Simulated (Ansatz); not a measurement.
MnO:

```
Mn O
1.0
    -1.48474    2.57165    2.89807
     2.96949    0.00000    2.89807
     1.48474    2.57165    0.00000
Mn O
2 2
Direct
  0.00000 0.00000 0.00000
  0.50000 0.50000 0.50000
  0.08333 0.41667 0.25000
  0.58333 0.91667 0.75000
```

Measurements of this composition are mostly on another form, of space group No. 225.

The cell isn't the ideal one: another cell of the same crystal, with 4 atoms.

Base run:

* Program: Ansatz 0.2.0
* Functional: PBE
* Potentials or basis: Ansatz PAW
* Cutoff: 420 eV (not typed: the program's choice for these potentials)
* k mesh: 7 × 7 × 7
* Occupations: gaussian, width 0.05 eV
* Spin: collinear spin, antiferromagnetic start
* Starting moments: [4.0, -4.0, 0.0, 0.0] μB
* Hubbard terms: Mn d U = 2 eV

Its results: band gap on the k mesh 0.40 eV; pressure -0.5 GPa; net moment 0.00 μB per cell; site moments Mn +4.14, -4.14; O +0.00, -0.00 μB; largest force 0.113 eV/Å.

Task: The run is repeated on the same cell with these changes: hubbard terms from Mn d U = 2 eV to Mn d U = 6 eV. What comes out?

Result: Band gap on the k mesh 0.89 eV; pressure 7.3 GPa; net moment 0.00 μB per cell; site moments Mn +4.28, -4.28; O -0.00 μB; largest force 0.044 eV/Å.

Caveats: the magnetic or orbital state may not be the lowest; odd divisions of the mesh miss points on the zone boundary, where band edges often lie, so the gap on the mesh can be too wide.

A k mesh can miss the band edges.
